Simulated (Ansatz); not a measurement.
Computed with DFT PBE, scalar-relativistic, plane waves, PAW (Ansatz 0.2.0). All cells share a 420 eV cutoff and Γ-centred k meshes spaced at most about 0.3 Å⁻¹ (about 0.25 or finer for metals, 2π included). No spin polarisation.

All energies are static (0 K, no zero-point motion).

Two forms of SiW2 were relaxed alike.

A.

```xyz
3
Lattice="-1.6058 1.6058 4.3279 1.6058 -1.6058 4.3279 1.6058 1.6058 -4.3279" Properties=species:S:1:pos:R:3 pbc="T T T"
Si    0.0000    0.0000    0.0000
W     0.0000    0.0000    2.9112
W     0.0000    0.0000    5.7447
```

B.

```xyz
6
Lattice="2.7488 0.0000 0.0000 0.0000 4.1905 0.0000 -1.0074 0.0000 8.0015" Properties=species:S:1:pos:R:3 pbc="T T T"
Si   -0.3971    3.1428    6.1597
Si    2.1385    1.0476    1.8418
W    -0.0372    1.0476    4.6372
W     0.7138    3.1428    0.8270
W     1.7787    3.1428    3.3643
W     1.0276    1.0476    7.1745
```

**Question.** Which form is favoured at zero pressure, and by what margin per atom?

**Answer.** A is lower, by 53 meV/atom. A has the MoSi2 (C11b) type, space group I4/mmm (No. 139), 14.9 Å³/atom and no gap on its mesh; B has space group P2_1/m (No. 11), 15.4 Å³/atom and no gap. Counting Si atoms around W (those within 1.25 times the shortest such distance or 1.15 times the sum of covalent radii; a plus sign parts nearer from farther groups; a slash parts the counts of unlike sites), A has W 5 and B has W 2+1/5. The denser one is the lower, and pressure would at first widen the difference. Even the lower one lies +0.06 eV/atom against the reference forms of the elements (uncorrected), so neither is stable at this level. Origin: A and B, each invented, then shaken at random and relaxed again. The lowest form computed isn't among them: it has space group Pmmn (No. 59), 15.1 Å³/atom and lies 100 meV/atom below the best shown.

These runs have no spin–orbit coupling, which can matter for W. Cells relaxed within their symmetry can be saddle points. Some types were kept out of the candidates beforehand, so the set may lack a known form.
